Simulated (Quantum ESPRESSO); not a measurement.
Something may be wrong with this Quantum ESPRESSO 7.5 calculation of BP.

The input pw.in:

```
&CONTROL
  calculation = 'scf'
  prefix = 'pwscf'
  outdir = './tmp'
  pseudo_dir = './pseudo'
  tprnfor = .true.
  tstress = .true.
  disk_io = 'nowf'
/
&SYSTEM
  ibrav = 0
  nat = 2
  ntyp = 2
  ecutwfc = 76
  nbnd = 9
  input_dft = 'XC-000I-000I-000I-000I-000I-659L'
  occupations = 'smearing'
  smearing = 'fd'
  nqx1 = 4
  nqx2 = 4
  nqx3 = 4
  ecutfock = 152
/
&ELECTRONS
  conv_thr = 1d-07
  electron_maxstep = 80
  mixing_beta = 0.5
  adaptive_thr = .true.
/
ATOMIC_SPECIES
P     30.9738 P.upf
B     10.8100 B.upf
CELL_PARAMETERS angstrom
   0.0000000000    2.2690000000    2.2690000000
   2.2690000000    0.0000000000    2.2690000000
   2.2690000000    2.2690000000    0.0000000000
ATOMIC_POSITIONS crystal
P      0.7500000000    0.7500000000    0.7500000000
B      0.0000000000    0.0000000000    0.0000000000
K_POINTS automatic
8 8 8 0 0 0
```

Potentials or basis: PseudoDojo 0.4 SR PBEsol stringent.

Run with:

```console
$ OMP_NUM_THREADS=2 pw.x -in pw.in > pw.out
```

pw.out:

```text
This program is part of the open-source Quantum ESPRESSO suite
     for quantum simulation of materials; please cite
         "P. Giannozzi et al., J. Phys.:Condens. Matter 21 395502 (2009);
         "P. Giannozzi et al., J. Phys.:Condens. Matter 29 465901 (2017);
         "P. Giannozzi et al., J. Chem. Phys. 152 154105 (2020);
     in publications or presentations arising from this work. More details at

 %%%%%%%%%%%%%%%%%%%%%%%%%%%%%%%%%%%%%%%%%%%%%%%%%%%%%%%%%%%%%%%%%%%%%%%%%%%%%%
     Error in routine  set_occupations (1):
      smearing requires a value for gaussian broadening (degauss)
 %%%%%%%%%%%%%%%%%%%%%%%%%%%%%%%%%%%%%%%%%%%%%%%%%%%%%%%%%%%%%%%%%%%%%%%%%%%%%%

     stopping ...
```

Problem. How did it end, and where is the flaw?

Solution. The input was rejected before any iteration. The input holds a flaw that was put in on purpose: smearing without a width (occupations = smearing; degauss = left out).
